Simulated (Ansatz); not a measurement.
Runs of Ansatz 0.2.0 on Nb. It takes space group Fm-3m (No. 225, cubic). Conventional cell: a = 4.230 Å, b = 4.230 Å, c = 4.230 Å, α = 90.00°, β = 90.00°, γ = 90.00°. Around Nb (site symmetry m-3m) lie 12 Nb at 2.99 Å. This isn't the form of Nb at room conditions, which is bcc.

```csv
task,level,potentials or basis,spin,U,cell,k mesh,cutoff (eV),smearing,driver,hubbard projectors,double counting,other keys,mesh quality,gap on the mesh (eV),pressure (GPa),relaxed volume (Å³/atom)
relaxation of cell and atoms,PBE,Ansatz PAW,off,-,relaxed from: cell strained at random at fixed volume,8 × 8 × 8,420,fermi-dirac 0.15 eV,-,-,-,-,not flagged,none,0.0,18.19
single point,r2SCANh,SSSP precision PAW,off,-,as given,8 × 8 × 8,544,gaussian 0.1 eV,chain,-,-,-,not flagged,none,-2.4,-
electric field gradients,LDA+U,as the typed override names,"non-collinear, program default start, SOC",Nb d U = 1 eV,cell strained at random at fixed volume,8 × 8 × 8,420,fermi-dirac 0.025 eV,chain,all-electron-ortho-atomic,fll (the default),scf.mixing.preconditioner = resta; …,not flagged,none,-10.9,-
relaxation of cell and atoms,PBE,Ansatz PAW,off,-,relaxed from: cell strained at random at fixed volume,8 × 8 × 8,420,fermi-dirac 0.15 eV,chain,-,-,-,not flagged,none,0.0,18.19
electric field gradients,r2SCANh,SSSP precision PAW,off,-,as given,7 × 7 × 7,544,cold 0.1 eV,chain,-,-,-,coarse,none,(a),-
```

Problem. Fill in the values left out.

Solution. (a) -3.4.

Caveats: some runs use coarse meshes; the PAW data sets were made with another functional, which shifts forces and pressure a little (some runs); the thresholds are loose for stress (some runs); the plane-wave basis is chosen anew once the cell has moved, so the energies of steps on either side of that aren't comparable (some runs); the U is typed as a test and isn't derived for this compound (some runs).

A k mesh can miss the band edges, and rows without SOC leave out spin-orbit coupling on Nb.

A gap of «none» marks a metal or a gap under the smearing width.
